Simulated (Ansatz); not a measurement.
**GaN: equation of state with LDA**

Crystal: GaN.

```xyz
8
Lattice="3.2115 0.0000 0.0000 -1.6058 2.7813 0.0000 0.0000 0.0000 10.3568" Properties=species:S:1:pos:R:3 pbc="T T T"
Ga    0.0000    0.0000    8.1391
Ga    1.6058    0.9271    0.3868
Ga    0.0000    1.8542    5.5652
Ga    0.0000    0.0000    2.9607
N     0.0000    0.0000    0.9636
N     1.6058    0.9271    3.5601
N     0.0000    0.0000    6.1420
N     0.0000    1.8542    8.7385
```

The cell is a database's computed one.

```json
{
  "Program": "Ansatz 0.2.0",
  "Task": "equation of state",
  "Functional": "LDA",
  "Potentials or basis": "Ansatz PAW",
  "Cutoff": "420 eV",
  "Density cutoff": "1680 eV",
  "k mesh": "10 × 10 × 3",
  "Occupations": "fermi-dirac, width 0.05 eV",
  "Spin": "no spin polarisation"
}
```

```
Equilibrium volume                        : 10.85 Å³/atom (rough: see the caveat)
Bulk modulus at fixed shape and positions : 200 GPa (rough)
```

Energy against volume, from the lowest point:
```tsv
volume (Å³/atom)	energy (meV/atom)
10.870	0.00
11.101	3.54
11.332	12.48
11.564	26.24
11.795	44.32
12.026	66.18
12.257	91.46
```

All runs of the series together: 24 s on 4 threads of Arm Neoverse V1 (shared host).

Caveat: the minimum lies outside the volumes run; the cell was scaled at fixed shape and fractional positions, which overstates the stiffness of a crystal with free parameters, most of all of layers and chains.
